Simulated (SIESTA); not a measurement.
Crystal: Al.

```
Al
1.0
     0.00000    2.02481    2.02481
     2.02481    0.00000    2.02481
     2.02481    2.02481    0.00000
Al
1
Direct
  0.00000 0.00000 0.00000
```

Base run:

```yaml
Program: SIESTA 5.4.2
Functional: BLYP
Potentials_or_basis: PseudoDojo 0.4 standard (PBE files)
Basis: DZP (energy shift 0.003 Ry)
Grid_cutoff: 500 Ry
Energy_shift: 0.003 Ry
k_mesh: 11 × 11 × 11
Occupations: fermi-dirac, width 0.05 eV
Spin: no spin polarisation
```

Its results: band gap on the k mesh none (metal or under the smearing width); pressure 4.4 GPa.

Task: The run is repeated on the same cell with these changes: functional from BLYP to PBE; basis from DZP (energy shift 0.003 Ry) to TZDP (energy shift 0.003 Ry). What comes out?

Result: Band gap on the k mesh none (metal or under the smearing width); pressure 0.2 GPa.

Several settings changed at once, so the effect can't be laid on one alone.

Caveats: the basis of atomic orbitals isn't converged, which shifts pressures, moduli and gaps; the potentials were made for another functional, which shifts forces and pressure (some runs).
